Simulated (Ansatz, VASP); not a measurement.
**MoS2 in VASP and in Ansatz**

Contents of INCAR:

```
PREC = Accurate
ENCUT = 600
EDIFF = 1E-7
ISMEAR = 0
SIGMA = 0.02
LREAL = F
LASPH = T
NELM = 100
ALGO = Fast
ISIF = 3
LWAVE = F
LCHARG = F
IBRION = 2
NSW = 100
EDIFFG = -0.002
```

The input KPOINTS:

```
Automatic mesh
0
Gamma
  12 12 2
```

POSCAR

```
MoS2
1.0
    3.1922379100      0.0000000000      0.0000000000
   -1.5961189600      2.7645591300      0.0000000000
    0.0000000000      0.0000000000     13.3782940000
Mo S
2 4
Direct
    0.6666666700      0.3333333300      0.2500000000
    0.3333333300      0.6666666700      0.7500000000
    0.6666666700      0.3333333300      0.6330820000
    0.3333333300      0.6666666700      0.3669180000
    0.6666666700      0.3333333300      0.8669180000
    0.3333333300      0.6666666700      0.1330820000
```

Input for Ansatz:

```yaml
crystal:
  lattice:
    - [3.19223791, 0.0, 0.0]
    - [-1.59611896, 2.76455913, 0.0]
    - [0.0, 0.0, 13.378294]
  atoms:
    - { symbol: Mo, position: [0.66666667, 0.33333333, 0.25] }
    - { symbol: Mo, position: [0.33333333, 0.66666667, 0.75] }
    - { symbol: S, position: [0.66666667, 0.33333333, 0.633082] }
    - { symbol: S, position: [0.33333333, 0.66666667, 0.366918] }
    - { symbol: S, position: [0.66666667, 0.33333333, 0.866918] }
    - { symbol: S, position: [0.33333333, 0.66666667, 0.133082] }
basis:
  ecutwfc: 420
kpoints:
  mp_grid: { grid: [12, 12, 2] }
hamiltonian:
  xc: lda
  pseudopotentials: { kind: paw, azcp: { folder: soft_1 } }
scf:
  occupations: { method: gaussian, width: 0.02 }
output:
  forces: true
  stress: true
  eigenvalues: true
relax:
  adjacent_minimum: "off"
  f_tol: 0.002
  max_steps: 80
  cell: { stress_tol: 0.02 }
```

The cell is a database's computed one.

Alike in both runs: task relaxation of cell and atoms; functional LDA; k mesh 12 × 12 × 2; occupations gaussian, width 0.02 eV; no spin polarisation.

|  | VASP | Ansatz |
| --- | --- | --- |
| version | VASP 6.6.1 | Ansatz 0.2.0 |
| potentials or method | VASP PAW LDA potentials, release 64 (Mo_sv, S) | scalar-relativistic, plane waves, PAW |
| plane-wave cutoff (eV) | 600 | 420 |
| valence electrons in the cell | 52 | 52 |

Ansatz gave:

| Item | Value |
| --- | --- |
| gap on the k mesh at the Fermi level, each at its own relaxed structure (eV) | 0.73 |
| relaxed volume (Å³/atom) | 17.00 |
| relaxed cell length with the largest relative difference (Å) | 3.122 |
| energy change over the relaxation (meV/atom) | -38 |

Problem. Estimate VASP's values.

Solution. gap on the k mesh at the Fermi level, each at its own relaxed structure (eV): 0.74; relaxed volume (Å³/atom): 17.01; relaxed cell length with the largest relative difference (Å): 3.124; energy change over the relaxation (meV/atom): -37.

Ansatz warned: «pseudo_functional_mismatch».

A k mesh can miss the band edges. LDA gaps usually lie below the measured ones, often by a third to a half.
